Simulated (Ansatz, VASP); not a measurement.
# Mo in VASP and in Ansatz

```
Mo
1.0
     2.64272    0.00000    0.00000
     0.00000    2.64272    0.00000
     0.00000    0.00000    2.64272
Mo
1
Direct
  0.00000 0.00000 0.00000
```

Alike in both runs: functional BLYP; k mesh 12 × 12 × 12; occupations fermi-dirac, width 0.1 eV; no spin polarisation.

Ansatz relaxed the structure, and its values are those at the end. VASP's run is a single point on that final structure, the one shown.

```csv
,VASP,Ansatz
version,VASP 6.6.1,Ansatz 0.2.0
potentials or method,"VASP PAW PBE potentials, release 64 (Mo_sv)","plane waves (420 eV) with PAW, scalar-relativistic"
plane-wave cutoff (eV),520,420
valence electrons in the cell,14,14
```

Ansatz gave:

```
pressure (GPa) : 0.0
```

Which values does VASP return?

Pressure (GPa): 0.7.

The functional is the same, so the differences come from potentials, cutoffs and numerics.

Caveats: the PAW data sets were made with another functional, which shifts forces and pressure a little (VASP).
